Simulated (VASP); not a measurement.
# Sc (I4/mmm) in VASP: notebook

One crystal, Sc, is run at these levels: PBE; tasks: single point.

Everything below comes from runs of VASP 6.6.1. Logs are shortened: lines on timing, memory, paths and dates and some standing lists are left out, and cuts for length are marked.

### 1 Starting point

The structure is tetragonal, space group I4/mmm (No. 139). Conventional cell: a = 3.022 Å, b = 3.022 Å, c = 5.128 Å, α = 90.00°, β = 90.00°, γ = 90.00°. Sc (site symmetry 4/mmm) has 12 Sc at 3.02 to 3.34 Å as nearest neighbours.

This isn't the form of Sc at room conditions, which is hcp.

### 2 Single point, PBE

Input file INCAR:

```
  PREC = Accurate
  ENCUT = 520
  EDIFF = 1E-7
  ISMEAR = 0
  SIGMA = 0.15
  LREAL = False
  LASPH = True
  NELM = 100
  ALGO = Fast
  ISIF = 2
  LWAVE = False
  LCHARG = False
  GGA = PE
  NBANDS = 12
```

Input file KPOINTS:

```
regular mesh
0
Gamma
  20 20 20
```

Input file POSCAR:

```
Sc
1.0
    0.0000000000      2.1366223036      2.5639467643
    2.1366223036      0.0000000000      2.5639467643
    2.1366223036      2.1366223036      0.0000000000
Sc
1
Direct
    0.0000000000      0.0000000000      0.0000000000
```

Potentials or basis: VASP PAW PBE potentials, release 64 (Sc_sv).

The run is started by

```bash
> cat potpaw_PBE.64/Sc_sv/POTCAR > POTCAR
> mpirun -np 1 vasp_std > vasp.out
```

OUTCAR:

```text
PREC = Accurate
   ENCUT = 520
   EDIFF = 1E-7
   ISMEAR = 0
   LREAL = False
   LASPH = True
   NELM = 100
   ISIF = 2
   GGA = PE

 ion  position               nearest neighbor table
   1  0.000  0.000  0.000-

  LATTYP: Found a body centered tetragonal cell.
 ALAT       =     3.0216402394
 C/A-ratio  =     1.6970562748

  Lattice vectors:

 A1 = (  -2.1366223036,   0.0000000000,   2.5639467643)
 A2 = (   2.1366223036,   0.0000000000,   2.5639467643)
 A3 = (   0.0000000000,   2.1366223036,  -2.5639467643)

Analysis of symmetry for initial positions (statically):
=====================================================================
 Subroutine PRICEL returns:
 Original cell was already a primitive cell.

 Routine SETGRP: Setting up the symmetry group for a
 body centered tetragonal supercell.

 Subroutine GETGRP returns: Found 16 space group operations
 (whereof 16 operations were pure point group operations)
 out of a pool of 16 trial point group operations.

The static configuration has the point symmetry D_4h.

Analysis of symmetry for dynamics (positions and initial velocities):
=====================================================================
 Subroutine PRICEL returns:
 Original cell was already a primitive cell.

 Routine SETGRP: Setting up the symmetry group for a
 body centered tetragonal supercell.

 Subroutine GETGRP returns: Found 16 space group operations
 (whereof 16 operations were pure point group operations)
 out of a pool of 16 trial point group operations.

The dynamic configuration has the point symmetry D_4h.

 Subroutine INISYM returns: Found 16 space group operations
 (whereof 16 operations are pure point group operations),
 and found     1 'primitive' translations

----------------------------------------------------------------------------------------

                                     Primitive cell

  volume of cell :      23.4096

  direct lattice vectors                    reciprocal lattice vectors
     0.000000000  2.136622304  2.563946764    -0.234014219  0.234014219  0.195011849
     2.136622304  0.000000000  2.563946764     0.234014219 -0.234014219  0.195011849
     2.136622304  2.136622304  0.000000000     0.234014219  0.234014219 -0.195011849

  length of vectors
     3.337510731  3.337510731  3.021640239     0.384128795  0.384128795  0.384128795

  position of ions in fractional coordinates (direct lattice)
     0.000000000  0.000000000  0.000000000

  ion indices of the primitive-cell ions
   primitive index   ion index
[... 77 lines left out ...]
   IBRION =     -1    ionic relax: 0-MD 1-quasi-New 2-CG
   NFREE  =      0    steps in history (QN), initial steepest desc. (CG)
   ISIF   =      2    stress and relaxation
   ISYM   =      2    0-nonsym 1-usesym 2-fastsym
   POTIM  = 0.5000    time-step for ionic-motion
   TEBEG  =    0.0;   TEEND  =   0.0 temperature during run
   PSTRESS=    0.0 pullay stress
   NELECT =      11.0000    total number of electrons
   NUPDOWN=      -1.0000    fix difference up-down
   EMIN   =  10.00;   EMAX   =-10.00  energy-range for DOS
   EFERMI =   0.00;   METHOD = LEGACY
   ISMEAR =     0;   SIGMA  =   0.15  broadening in eV -4-tet -1-fermi 0-gaus
   EFERMI_NEDOS =   21; number of points for ismear=-14 and -15
   IALGO  =     68    algorithm
   IMIX   =      4    mixing-type and parameters
     AMIX     =   0.40;   BMIX     =  1.00
     AMIX_MAG =   1.60;   BMIX_MAG =  1.00
  volume/ion in A,a.u.               =      23.41       157.98
  Fermi-wavevector in a.u.,A,eV,Ry     =   1.272744  2.405136 22.039751  1.619876
  Thomas-Fermi vector in A             =   2.405605
   LORBIT       =      0    0 simple, 1 ext, 2 COOP (PROOUT), +10 PAW based schemes
   GGA     = PE    functional components
   LHFCALC =     F    Hartree Fock is set to
   AEXX    =    0.0000 exact exchange contribution
   IVDW    =     0    specifies the selected vdW correction
   LEPSILON=     F    determine dielectric tensor
   LRPA    =     F    only Hartree local field effects (RPA)
 non-spin polarized calculation
 RMM-DIIS sequential band-by-band and
 Gauss-broadening in eV      SIGMA  =   0.15
  energy-cutoff  :      520.00
  volume of cell :       23.41
 maximum number of plane-waves:       648
 NGX is ok and might be reduce to    28
   NGX = 13   NGY = 13   NGZ = 11

 number of electron      11.0000000 magnetization

 Free energy of the ion-electron system (eV)
  ---------------------------------------------------
  ext. energy  EPLUGINS =         0.00000000
  ---------------------------------------------------
  free energy    TOTEN  =        -6.14448089 eV

  energy without entropy =       -6.12190064  energy(sigma->0) =       -6.13319077

 E-fermi :   4.0426     XC(G=0): -10.0807

 val. band max:        4.0412303787   @ k =   0.4500   0.0500   0.2500
 cond. band min:       4.0464710871   @ k =   0.5000   0.1000   0.3000
 fundamental gap:      0.0052407084
 Fermi energy:         4.0425918053

 k-point     1 :       0.0000    0.0000    0.0000
  band No.  band energies     occupation
      1     -45.3103      2.00000
      2     -23.6840      2.00000
      3     -23.6840      2.00000
      4     -23.6794      2.00000
      5      -1.2207      2.00000
      6       4.8710      0.00000
      7       6.1883      0.00000
      8       6.2333      0.00000
      9       6.2333      0.00000
     10       7.7804      0.00000
     11      17.2800      0.00000
     12      18.3732      0.00000
[... 331 lines left out ...]
 k-point    24 :      -0.3500    0.0500    0.0000
  band No.  band energies     occupation
      1     -45.2399      2.00000
      2     -24.1394      2.00000
      3     -23.7586      2.00000
      4     -23.6840      2.00000
      5       1.6994      2.00000
      6       4.3477      0.00402
      7       5.0860      0.00000
      8       6.3433      0.00000
      9       7.5681      0.00000
     10       7.9415      0.00000
     11      12.5126      0.00000
     12      15.6869      0.00000

 [... further k-points ...]
[... 5 lines left out ...]
  --------------------------------------------------------------------------------------
  -------------------------------------------------------------------------------------
  Total        0.7383967      0.7383967     -0.2650354      0.0000000     -0.0000000      0.0000000
  in kB       50.5365784     50.5365784    -18.1392732      0.0000000     -0.0000000      0.0000000
  external PRESSURE =      27.6446278 kB  Pullay stress =       0.0000000 kB

 VOLUME and BASIS-vectors are now :
 -----------------------------------------------------------------------------
  energy-cutoff  :      520.00
  volume of cell :       23.41
      direct lattice vectors                 reciprocal lattice vectors
     0.000000000  2.136622304  2.563946764    -0.234014219  0.234014219  0.195011849
     2.136622304  0.000000000  2.563946764     0.234014219 -0.234014219  0.195011849
     2.136622304  2.136622304  0.000000000     0.234014219  0.234014219 -0.195011849

 POSITION                                       TOTAL-FORCE (eV/Angst)
 -----------------------------------------------------------------------------------
      0.00000      0.00000      0.00000         0.000000     -0.000000      0.000000
 -----------------------------------------------------------------------------------
    total drift:                                0.000000     -0.000000     -0.000000

  FREE ENERGIE OF THE ION-ELECTRON SYSTEM (eV)
  ---------------------------------------------------
  free  energy   TOTEN  =        -6.1444808944 eV

  energy  without entropy=       -6.1219006410  energy(sigma->0) =       -6.13319077
```

stdout:

```text
POSCAR found type information on POSCAR Sc
 POSCAR found :  1 types and       1 ions
 scaLAPACK will be used
 LDA part: xc-table for (Slater+PW92), standard interpolation
 POSCAR, INCAR and KPOINTS ok, starting setup
 FFT: planning ... GRIDC
 FFT: planning ... GRID_SOFT
 FFT: planning ... GRID
 WAVECAR not read
 entering main loop
```

Run time: 2.4 min. Hardware: 1 thread of Intel Xeon Platinum 8488C (Sapphire Rapids), shared host; peak memory 0.29 GiB.

Results:

```
Free energy            : -6.1445 eV
Pressure               : 2.8 GPa
Band gap on the k mesh : none (metal or under the smearing width)
```

(Continued in part 2 of 2.)
